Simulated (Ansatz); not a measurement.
# BaTiO₃ under strain: ⁴⁷Ti nuclear quadrupole resonance

Cell: a refined structure from the COD, relaxed with PBE at fixed cell and then changed (z compressed by 2 %, ions relaxed).

```cif
data_structure
_symmetry_space_group_name_H-M 'P 1'
_symmetry_Int_Tables_number 1
_cell_length_a 4.0060
_cell_length_b 4.0060
_cell_length_c 3.9259
_cell_angle_alpha 90.000
_cell_angle_beta 90.000
_cell_angle_gamma 90.000
_cell_volume 63.00
loop_
_atom_site_label
_atom_site_type_symbol
_atom_site_fract_x
_atom_site_fract_y
_atom_site_fract_z
_atom_site_occupancy
Ba1 Ba 0.50000 0.50000 0.50000 1
Ti2 Ti 0.00000 0.00000 0.00000 1
O3 O 0.50000 0.00000 0.00000 1
O4 O 0.00000 0.50000 0.00000 1
O5 O 0.00000 0.00000 0.50000 1
```

Atoms are numbered from 1 in the order listed; like atoms form one site, named after its first atom.

Level of theory: DFT, PBE, plane waves and PAW, scalar-relativistic, 420 eV cutoff, Γ-centred 8×8×8 k-points, Fermi–Dirac smearing 0.02 eV (Ansatz 0.2.0).

⁴⁷Ti: I = 5/2, Q = 302.0 mb (year-2017 value). Static lattice, zero field.

Q: The simulated lines lie at 2.10, 4.19 MHz. What are |C_Q|, η and |V_zz| at Ti?

A: For I = 5/2 and η = 0 the lines are 3|C_Q|/20 and twice that; η pulls their ratio below 2. Here |C_Q| = 14.0 MHz, η = 0.00 and |V_zz| = 1.91 × 10²¹ V/m². The calculation gives V_zz negative; the lines don't show the sign. The site has 6 O at 1.96–2.00 Å.

An axis of threefold or higher order runs through Ti, so V_zz lies along it and η is zero.

At this changed cell the PBE pressure is 5 GPa.
